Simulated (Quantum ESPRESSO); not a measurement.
# MgS (Niningerite) (Fm-3m) in Quantum ESPRESSO: further runs, part 2 of 3

Quantum ESPRESSO 7.5.

### 3 Phonons, LDA, target pressure 20 GPa, at which the enthalpy is minimised

File pw.in:

```
&CONTROL
  calculation = 'scf'
  prefix = 'pwscf'
  outdir = './tmp'
  pseudo_dir = './pseudo'
  tprnfor = .true.
  tstress = .true.
  disk_io = 'low'
/
&SYSTEM
  ibrav = 0
  A = 3.67928871
  nat = 2
  ntyp = 2
  ecutwfc = 84
  nbnd = 14
  occupations = 'smearing'
  smearing = 'fd'
  degauss = 0.00367493
/
&ELECTRONS
  conv_thr = 4d-10
  electron_maxstep = 120
  mixing_beta = 0.5
/
ATOMIC_SPECIES
S     32.0600 S.upf
Mg    24.3050 Mg.upf
CELL_PARAMETERS alat
   0.0000000000    0.7071067821    0.7071067821
   0.7071067821    0.0000000000    0.7071067821
   0.7071067821    0.7071067821    0.0000000000
ATOMIC_POSITIONS alat
S      0.7071067821    0.7071067821    0.7071067821
Mg     0.0000000000    0.0000000000    0.0000000000
K_POINTS automatic
6 6 6 1 1 1
```

File relax.in:

```
&CONTROL
  calculation = 'vc-relax'
  prefix = 'pwscf'
  outdir = './tmp'
  pseudo_dir = './pseudo'
  tprnfor = .true.
  tstress = .true.
  disk_io = 'low'
  nstep = 40
  forc_conv_thr = 0.0001
  etot_conv_thr = 1d-06
/
&SYSTEM
  ibrav = 0
  A = 3.67928871
  nat = 2
  ntyp = 2
  ecutwfc = 84
  nbnd = 14
  occupations = 'smearing'
  smearing = 'fd'
  degauss = 0.00367493
/
&ELECTRONS
  conv_thr = 4d-10
  electron_maxstep = 120
  mixing_beta = 0.5
/
&IONS
  ion_dynamics = 'bfgs'
/
&CELL
  cell_dynamics = 'bfgs'
  press = 200
  press_conv_thr = 0.2
/
ATOMIC_SPECIES
S     32.0600 S.upf
Mg    24.3050 Mg.upf
CELL_PARAMETERS alat
   0.0000000000    0.7071067821    0.7071067821
   0.7071067821    0.0000000000    0.7071067821
   0.7071067821    0.7071067821    0.0000000000
ATOMIC_POSITIONS alat
S      0.7071067821    0.7071067821    0.7071067821
Mg     0.0000000000    0.0000000000    0.0000000000
K_POINTS automatic
6 6 6 1 1 1
```

File scf2.in:

```
&CONTROL
  calculation = 'scf'
  prefix = 'pwscf'
  outdir = './tmp'
  pseudo_dir = './pseudo'
  tprnfor = .true.
  tstress = .true.
  disk_io = 'low'
/
&SYSTEM
  ibrav = 0
  A = 3.42846093
  nat = 2
  ntyp = 2
  ecutwfc = 84
  nbnd = 14
  occupations = 'fixed'
/
&ELECTRONS
  conv_thr = 1d-13
  electron_maxstep = 120
  mixing_beta = 0.5
  startingpot = 'file'
  startingwfc = 'file'
/
ATOMIC_SPECIES
S     32.0600 S.upf
Mg    24.3050 Mg.upf
CELL_PARAMETERS alat
   0.0000000000    0.7071067815    0.7071067815
   0.7071067815    0.0000000000    0.7071067815
   0.7071067815    0.7071067815    0.0000000000
ATOMIC_POSITIONS alat
S      0.7071067815    0.7071067815    0.7071067815
Mg     0.0000000000    0.0000000000    0.0000000000
K_POINTS automatic
6 6 6 1 1 1
```

File ph.in:

```
phonons of MgS
&INPUTPH
  prefix = 'pwscf'
  outdir = './tmp'
  tr2_ph = 1d-18
  fildyn = 'dyn'
  niter_ph = 90
  alpha_mix(1) = 0.7
  epsil = .true.
/
0.0000000000 0.0000000000 0.0000000000
```

File dynmat.in:

```
&INPUT
  fildyn = 'dyn'
  asr = 'crystal'
  lperm = .true.
  filout = 'dynmat.disp'
  fileig = 'dynmat.eig'
/
```

File dynmat_lo.in:

```
&INPUT
  fildyn = 'dyn'
  asr = 'crystal'
  filout = 'dynmat_lo.disp'
  fileig = 'dynmat_lo.eig'
  q(1) = 0
  q(2) = 0
  q(3) = 1
/
```

Potentials or basis: PseudoDojo 0.4.1 SR LDA standard.

On the command line:

```sh
OMP_NUM_THREADS=1 pw.x -in pw.in > pw.out
OMP_NUM_THREADS=1 pw.x -in relax.in > relax.out
OMP_NUM_THREADS=1 pw.x -in scf2.in > scf2.out
OMP_NUM_THREADS=1 ph.x -in ph.in > ph.out
OMP_NUM_THREADS=1 dynmat.x -in dynmat.in > dynmat.out
OMP_NUM_THREADS=1 dynmat.x -in dynmat_lo.in > dynmat_lo.out
```

pw.out:

```text
This program is part of the open-source Quantum ESPRESSO suite
     for quantum simulation of materials; please cite
[... 9 lines left out ...]
     --------------------
     sticks:   dense  smooth     PW     G-vecs:    dense   smooth      PW
     Sum        1123    1123    337                24693    24693    4015

     Using Slab Decomposition

     bravais-lattice index     =            0
     lattice parameter (alat)  =       6.9528  a.u.
     unit-cell volume          =     237.6694 (a.u.)^3
     number of atoms/cell      =            2
     number of atomic types    =            2
     number of electrons       =        16.00
     number of Kohn-Sham states=           14
     kinetic-energy cutoff     =      84.0000  Ry
     charge density cutoff     =     336.0000  Ry
     scf convergence threshold =      4.0E-10
     mixing beta               =       0.5000
     number of iterations used =            8  plain     mixing
     Exchange-correlation= SLA  PW   NOGX NOGC
                           (   1   4   0   0   0   0   0)

     celldm(1)=   6.952848  celldm(2)=   0.000000  celldm(3)=   0.000000
     celldm(4)=   0.000000  celldm(5)=   0.000000  celldm(6)=   0.000000

     crystal axes: (cart. coord. in units of alat)
               a(1) = (   0.000000   0.707107   0.707107 )
               a(2) = (   0.707107   0.000000   0.707107 )
               a(3) = (   0.707107   0.707107   0.000000 )

     reciprocal axes: (cart. coord. in units 2 pi/alat)
               b(1) = ( -0.707107  0.707107  0.707107 )
               b(2) = (  0.707107 -0.707107  0.707107 )
               b(3) = (  0.707107  0.707107 -0.707107 )

     PseudoPot. # 1 for S  read from file:
     S.upf
     Pseudo is Norm-conserving + core correction, Zval =  6.0
     Generated using ONCVPSP code by D. R. Hamann
     Using radial grid of 1132 points,  6 beta functions with:
                l(1) =   0
                l(2) =   0
                l(3) =   1
                l(4) =   1
                l(5) =   2
                l(6) =   2

     PseudoPot. # 2 for Mg read from file:
     Mg.upf
     Pseudo is Norm-conserving, Zval = 10.0
     Generated using ONCVPSP code by D. R. Hamann
     Using radial grid of 1510 points,  4 beta functions with:
                l(1) =   0
                l(2) =   0
                l(3) =   1
                l(4) =   1

     atomic species   valence    mass     pseudopotential
     S                 6.00    32.06000     S ( 1.00)
     Mg               10.00    24.30500     Mg( 1.00)

     48 Sym. Ops., with inversion, found

   Cartesian axes

     site n.     atom                  positions (alat units)
         1        S      tau(   1) = (   0.7071068   0.7071068   0.7071068  )
         2        Mg     tau(   2) = (   0.0000000   0.0000000   0.0000000  )

     number of k points=    28  Fermi-Dirac smearing, width (Ry)=  0.0037
                       cart. coord. in units 2pi/alat
        k(    1) = (   0.0589256   0.0589256   0.0589256), wk =   0.0185185
        k(    2) = (   0.1767767   0.1767767  -0.0589256), wk =   0.0555556
        k(    3) = (   0.2946278   0.2946278  -0.1767767), wk =   0.0555556
        k(    4) = (  -0.2946278  -0.2946278   0.4124790), wk =   0.0555556
        k(    5) = (  -0.1767767  -0.1767767   0.2946278), wk =   0.0555556
        k(    6) = (  -0.0589256  -0.0589256   0.1767767), wk =   0.0555556
[... 20 lines left out ...]
        k(   27) = (   0.2946278   0.2946278   0.2946278), wk =   0.0185185
        k(   28) = (  -0.2946278  -0.2946278   0.8838835), wk =   0.0555556

     Dense  grid:    24693 G-vectors     FFT dimensions: (  45,  45,  45)

     Initial potential from superposition of free atoms

     starting charge      15.9993, renormalised to      16.0000
     Starting wfcs are    9 randomized atomic wfcs +    5 random wfcs

     Self-consistent Calculation

     iteration #  1     ecut=    84.00 Ry     beta= 0.50
     Davidson diagonalization with overlap
     ethr =  1.00E-02,  avg # of iterations =  6.7

     Threshold (ethr) on eigenvalues was too large:
     Diagonalizing with lowered threshold

     Davidson diagonalization with overlap
     ethr =  5.54E-04,  avg # of iterations =  2.0

     total energy              =    -140.88173870 Ry
     estimated scf accuracy    <       0.08846543 Ry

     iteration #  2     ecut=    84.00 Ry     beta= 0.50
     Davidson diagonalization with overlap
     ethr =  5.53E-04,  avg # of iterations =  2.0
[... 36 lines left out ...]
     total energy              =    -140.89780551 Ry
     estimated scf accuracy    <          2.2E-09 Ry

     iteration #  8     ecut=    84.00 Ry     beta= 0.50
     Davidson diagonalization with overlap
     ethr =  1.36E-11,  avg # of iterations =  2.4

     End of self-consistent calculation

          k = 0.0589 0.0589 0.0589 (  3092 PWs)   bands (ev):

   -67.8877 -35.3001 -35.2997 -35.2997  -6.4125   5.6210   6.1213   6.1213
    10.0966  13.7961  14.1379  14.1379  15.9902  15.9902

          k = 0.1768 0.1768-0.0589 (  3076 PWs)   bands (ev):

   -67.8876 -35.3020 -35.3003 -35.2998  -6.0664   4.0297   5.5535   6.0401
    11.2338  13.4492  14.1202  14.1885  15.0452  16.7225

          k = 0.2946 0.2946-0.1768 (  3082 PWs)   bands (ev):

   -67.8875 -35.3051 -35.3008 -35.3003  -5.4114   2.0386   5.2227   5.7140
    11.0974  12.9665  13.2412  15.3769  17.2723  17.9357

          k =-0.2946-0.2946 0.4125 (  3091 PWs)   bands (ev):

   -67.8874 -35.3062 -35.3008 -35.3006  -5.1266   1.3786   5.2558   5.4853
    10.9134  12.5027  13.1568  16.2673  17.8694  19.8563

          k =-0.1768-0.1768 0.2946 (  3087 PWs)   bands (ev):
[... 6 lines left out ...]
   -67.8877 -35.3009 -35.3000 -35.2999  -6.2341   4.7879   5.8437   5.9234
    10.9087  13.1766  14.2529  14.5842  14.9922  16.4158

          k = 0.2946 0.0589 0.0589 (  3090 PWs)   bands (ev):

   -67.8876 -35.3023 -35.3005 -35.3005  -5.9045   3.8502   5.4249   5.4306
    11.4791  12.3237  13.5143  15.2881  15.8627  17.2363

          k = 0.4125 0.1768-0.0589 (  3084 PWs)   bands (ev):

   -67.8875 -35.3042 -35.3016 -35.3009  -5.3757   2.6653   4.5421   5.1765
    11.1611  12.3866  13.5847  15.3476  17.1302  19.6240

          k =-0.1768-0.4125 0.5303 (  3097 PWs)   bands (ev):

   -67.8874 -35.3054 -35.3022 -35.3011  -4.9543   1.8362   3.9883   5.0116
    11.1647  12.5255  14.3808  15.3010  18.3001  19.4809

          k =-0.0589-0.2946 0.4125 (  3086 PWs)   bands (ev):

   -67.8874 -35.3047 -35.3022 -35.3007  -5.1942   2.2948   3.9979   5.3498
    11.8910  12.4576  13.8408  14.7425  17.1196  20.2076

          k = 0.0589-0.1768 0.2946 (  3073 PWs)   bands (ev):

   -67.8875 -35.3031 -35.3008 -35.3002  -5.7597   3.2578   5.0640   5.7387
    11.7573  12.9962  13.1909  14.5463  15.8419  18.1086

          k = 0.5303 0.0589 0.0589 (  3092 PWs)   bands (ev):

   -67.8874 -35.3048 -35.3019 -35.3017  -5.0718   2.3828   4.4564   4.6945
     9.5793  11.0235  16.0689  16.9750  18.2765  19.3372

          k =-0.0589-0.5303 0.6482 (  3103 PWs)   bands (ev):

   -67.8873 -35.3051 -35.3028 -35.3020  -4.7855   2.2177   3.6528   4.3818
     9.8007  11.7480  15.7460  16.6992  18.9281  20.8884

          k = 0.0589-0.4125 0.5303 (  3098 PWs)   bands (ev):

   -67.8873 -35.3046 -35.3034 -35.3014  -4.8427   2.2913   3.1345   4.8128
    10.7791  13.3450  14.7637  15.0388  18.0285  19.0114

          k = 0.1768-0.2946 0.4125 (  3085 PWs)   bands (ev):

   -67.8874 -35.3055 -35.3013 -35.3007  -5.1609   1.7471   4.7247   5.3952
    11.4990  12.1459  13.6956  15.4950  17.9353  19.0912

          k =-0.6482 0.0589 0.0589 (  3090 PWs)   bands (ev):

   -67.8873 -35.3055 -35.3023 -35.3020  -4.8076   2.0327   4.2114   4.5264
     9.0346  10.7534  17.3853  17.6525  18.9828  20.2260

          k =-0.5303 0.1768-0.0589 (  3092 PWs)   bands (ev):

   -67.8874 -35.3048 -35.3023 -35.3016  -5.0117   2.3252   4.0387   4.6544
    10.2774  11.9736  14.6468  16.3061  18.3233  20.8047

          k =-0.4125 0.0589 0.0589 (  3094 PWs)   bands (ev):

   -67.8875 -35.3037 -35.3012 -35.3012  -5.4833   3.0156   4.8931   5.0105
    10.5677  11.5547  14.5529  16.1104  17.0749  18.2855

          k = 0.1768 0.1768 0.1768 (  3080 PWs)   bands (ev):

   -67.8876 -35.3030 -35.3001 -35.3001  -5.9114   3.3118   5.8481   5.8481
    10.9396  13.8260  13.8260  14.3027  16.3088  16.3088

          k = 0.2946 0.2946 0.0589 (  3087 PWs)   bands (ev):
[... 21 lines left out ...]
   -67.8874 -35.3047 -35.3029 -35.3014  -4.9215   2.2577   3.5537   4.6609
    11.3083  12.8253  13.7344  15.6021  18.3011  19.6007

          k =-0.0589-0.2946 0.6482 (  3097 PWs)   bands (ev):

   -67.8873 -35.3044 -35.3035 -35.3020  -4.7631   2.5295   3.1528   4.1060
    10.9623  13.1460  14.1513  15.2329  19.1495  20.2746

          k =-0.7660 0.1768 0.1768 (  3098 PWs)   bands (ev):

   -67.8873 -35.3048 -35.3033 -35.3016  -4.7993   2.3137   3.1235   4.8119
     9.9418  12.7516  15.5696  15.8327  18.0432  19.6707

          k = 0.2946 0.2946 0.2946 (  3082 PWs)   bands (ev):

   -67.8874 -35.3059 -35.3004 -35.3004  -5.2670   1.5371   5.6150   5.6150
    10.6026  13.0073  13.0073  15.9229  17.7825  19.0253

          k =-0.2946-0.2946 0.8839 (  3092 PWs)   bands (ev):

   -67.8874 -35.3057 -35.3017 -35.3008  -5.0350   1.6172   4.3892   5.3633
    11.2739  12.4543  13.6338  15.9725  18.5851  18.8366

     the Fermi energy is     7.3608 ev

!    total energy              =    -140.89780552 Ry
     estimated scf accuracy    <          7.8E-11 Ry
     smearing contrib. (-TS)   =      -0.00000000 Ry
     internal energy E=F+TS    =    -140.89780552 Ry

     The total energy is F=E-TS. E is the sum of the following terms:
     one-electron contribution =     -86.59382862 Ry
     hartree contribution      =      44.24807319 Ry
     xc contribution           =     -21.83857357 Ry
     ewald contribution        =     -76.71347652 Ry

     convergence has been achieved in   8 iterations

     Forces acting on atoms (cartesian axes, Ry/au):

     atom    1 type  1   force =     0.00000000   -0.00000000   -0.00000000
     atom    2 type  2   force =     0.00000000   -0.00000000    0.00000000

     Total force =     0.000000     Total SCF correction =     0.000000

     Computing stress (Cartesian axis) and pressure

          total   stress  (Ry/bohr**3)                   (kbar)     P=      -31.84
  -0.00021642   0.00000000  -0.00000000          -31.84        0.00       -0.00
   0.00000000  -0.00021642  -0.00000000            0.00      -31.84       -0.00
  -0.00000000  -0.00000000  -0.00021642           -0.00       -0.00      -31.84

=------------------------------------------------------------------------------=
   JOB DONE.
=------------------------------------------------------------------------------=
```

Wall time 6.8 min (1 thread of Arm Neoverse V1, shared host); peak memory 0.07 GiB.

What came out:

```yaml
Free_energy: -1916.7410 eV
Relaxed_volume: 14.25 Å³/atom
Relaxed_cell: a = 3.428 Å, b = 3.428 Å, c = 3.428 Å, α = 60.00°, β = 60.00°, γ = 60.00°
Space_group_after_relaxing_to_0.05_Å: Fm-3m (No. 225)
Pressure_after_relaxing: 20.0 GPa
Electronic_dielectric_tensor_diagonal: 5.73
Born_charges_mean_of_the_diagonal: S -2.14; Mg +2.14 e
Highest_phonon_frequency_at_Γ_LO-TO_splitting_left_out: 372 cm⁻¹
Static_dielectric_tensor_diagonal: 9.86
```

The path:
```csv
step,energy change (eV),largest force (eV/Å),pressure (GPa),volume (Å³)
1,0.0000,0.0000,-3.18,35.22
2,0.0430,0.0000,7.71,31.22
3,0.3848,0.0000,24.84,27.68
4,0.2587,0.0000,19.45,28.60
5,0.2705,0.0000,19.98,28.50
6,0.2710,0.0000,20.00,28.50
```

Final structure:
```yaml
crystal:
  lattice:
    - [0.00000, 2.42429, 2.42429]
    - [2.42429, 0.00000, 2.42429]
    - [2.42429, 2.42429, 0.00000]
  atoms:
    - { symbol: S, position: [0.50000, 0.50000, 0.50000] }
    - { symbol: Mg, position: [0.00000, 0.00000, 0.00000] }
```

Phonon frequencies in cm⁻¹ (negative: imaginary):
```csv
q point,frequencies
"(0.000, 0.000, 0.000)",3 3 3 372 372 372
```

Electronic dielectric tensor:
```
5.73 0.00 0.00
0.00 5.73 0.00
0.00 0.00 5.73
```

Born effective charge tensors (e):
atom 1, S
```
-2.14  0.00  0.00
 0.00 -2.14  0.00
 0.00  0.00 -2.14
```
atom 2, Mg
```
2.14 0.00 0.00
0.00 2.14 0.00
0.00 0.00 2.14
```

Optical modes at Γ, degenerate ones joined, polar ones without the macroscopic field:
```csv
cm⁻¹,components,symmetry,active in,"IR intensity, summed ((D/Å)²/amu)"
372,3,T1u,IR,22.88
```

Zone-centre frequencies without and with the macroscopic field along z (cm⁻¹):
```csv
,optical modes in rising order
without,372 372 372
with the field,372 372 488
```

Static dielectric tensor, electrons and zone-centre modes:
```
9.86 0.00 0.00
0.00 9.86 0.00
0.00 0.00 9.86
```

Caveat: the volume moved by over 15 % at a fixed basis, so the end points are rough; the cell is more than 3 GPa from zero pressure, which shifts response properties.

(Continued in part 3 of 3.)
